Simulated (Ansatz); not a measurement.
BaTiO3 (Barioperovskite), 5 atoms in the cell. The structure is orthorhombic, space group Amm2 (No. 38). Conventional cell: a = 3.986 Å, b = 5.674 Å, c = 5.690 Å, α = 90.00°, β = 90.00°, γ = 90.00°. Ba (site symmetry mm2) has 12 O at 2.77 to 2.92 Å as nearest neighbours. Ti (site symmetry mm2) has 6 O at 1.93 to 2.09 Å as nearest neighbours. O (site symmetry m) is surrounded by 2 Ti at 1.93 to 2.09 Å. Around O (site symmetry mm2) lie 2 Ti at 2.00 Å. 

```yaml
Program: Ansatz 0.2.0
Task: relaxation of cell and atoms
Functional: PBEsol
Potentials_or_basis: Ansatz PAW
Cutoff: "420 eV (not typed: the program's choice for these potentials)"
k_mesh: 7 × 7 × 7
Occupations: fermi-dirac, width 0.05 eV
Spin: no spin polarisation
```

Potentials or basis: Ansatz PAW.

Run with:

```sh
$ ansatz run input.yaml --threads 2 --pin off --max-ram 5632MiB --backend cpu --events-out ev --progress --plain --runs-dir out
```

Hardware: 2 threads of Intel(R) Xeon(R) Processor @ 2.50GHz (Skylake/Cascade Lake), on a shared host.

Q: How long does it take, and how much memory?

A: Run time: 4.1 min on 2 threads of Intel(R) Xeon(R) Processor @ 2.50GHz (Skylake/Cascade Lake), on a shared host, peak memory 0.48 GiB. Counts: scf iterations 81, plane waves 1229, k points 64, bands 25, ion steps 13.
